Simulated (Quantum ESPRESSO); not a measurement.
# TePb: zone-centre phonons under several settings

```
Pb Te
1.0
     0.00000    3.23100    3.23100
     3.23100    0.00000    3.23100
     3.23100    3.23100    0.00000
Pb Te
1 1
Cartesian
  0.0000 0.0000 0.0000
  3.2310 3.2310 3.2310
```

All runs used Quantum ESPRESSO 7.5; relaxed cell; occupations smeared at first, fixed for the response.

```csv
level,potentials,k mesh (s: shifted),spin,cutoff (eV),volume (Å³/atom),pressure (GPa),lowest optical mode without the field (cm⁻¹)
PBE+D2,PseudoDojo 0.4.1 SR PBE standard,6 × 6 × 6s,no spin polarisation,1088,?,0.0,?
PW91,SG15 PBE 1.2,2 × 2 × 2s,"collinear spin, ferromagnetic start",952,33.87,-0.1,101
```

What stands in the row left open?

Volume 33.19 Å³/atom; lowest optical mode without the field 46 cm⁻¹.

Caveats: some runs use coarse meshes; the potentials were made for another functional, which shifts forces and pressure (some runs).

